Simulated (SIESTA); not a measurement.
This SIESTA 5.4.2 run on Sb needs a look.

The input Sb.fdf:

```
SystemName                      Antimony
SystemLabel                     Sb
NumberOfSpecies                 1
NumberOfAtoms                   1
%block ChemicalSpeciesLabel
  1  51 Sb
%endblock ChemicalSpeciesLabel

LatticeConstant                 1.0 Ang
%block LatticeVectors
     3.1478770000     0.0173420000    -0.0010990000
     0.0173420000     3.1507330000     0.0231530000
    -0.0010990000     0.0231530000     3.1817670000
%endblock LatticeVectors
AtomicCoordinatesFormat         Ang
%block AtomicCoordinatesAndAtomicSpecies
     0.0175656599     0.0429210281     0.0878502756  1
%endblock AtomicCoordinatesAndAtomicSpecies

%block kgrid.MonkhorstPack
    8   0   0  0.0
    0   8   0  0.0
    0   0   8  0.0
%endblock kgrid.MonkhorstPack
XC.Functional                   GGA
XC.Authors                      PBEJsJrLO
PAO.BasisSize                   TZP
PAO.EnergyShift                 0.002 Ry
Mesh.Cutoff                     500 Ry
OccupationFunction              MV
ElectronicTemperature           0.05 eV
MaxSCFIterations                75
SCF.MustConverge                false
SCF.Mixer.Method                Pulay
SCF.Mixer.Weight                0.25
SCF.Mixer.History               8
SCF.DM.Tolerance                5.0e-05
SCF.H.Tolerance                 1.0e-03 eV
WriteForces                     true
Charge.Mulliken                 end
%block ProjectedDensityOfStates
  EF -25.0 10.0 0.05 201 eV
%endblock ProjectedDensityOfStates
%block PDOS.kgrid.MonkhorstPack
   12   0   0  0.0
    0  12   0  0.0
    0   0  12  0.0
%endblock PDOS.kgrid.MonkhorstPack
```

Potentials or basis: PseudoDojo 0.4 standard (PBE files), TZP (energy shift 0.002 Ry).

The run is started by

```sh
$ siesta Sb.fdf > Sb.out 2>&1
```

Sb.out:

```text
Version         : 5.4.2

                           ***********************
                           *  WELCOME TO SIESTA  *
                           ***********************

 NOTE: Siesta V5 introduces some new defaults for basis-set generation
 NOTE: which might lead to slightly different numerical results.
 NOTE: Please see the manual for full details and compatibility measures.

[... 386 lines left out ...]
Attempting to read DM from file... Failed...
DM filled with atomic data:

InitMesh: MESH = 48 x 48 x 48 = 110592
InitMesh: Mesh cutoff (required, used) =   500.000   629.097 Ry
fermid: Error: Allowed values for OccupationFunction are FD, MP, Cold
Stopping Program from Node:    0
fermid: Error: Allowed values for OccupationFunction are FD, MP, Cold
Stopping Program from Node:    0

Program received signal SIGABRT: Process abort signal.

Backtrace for this error:
```

Among its messages:

```text
xc_check: WARNING: Pseudopotential generated with GGA PBE functional
```

What happened, and what is wrong with the input?

The input was rejected before any iteration. The input holds a flaw that was put in on purpose: unknown occupation function (OccupationFunction = MV).
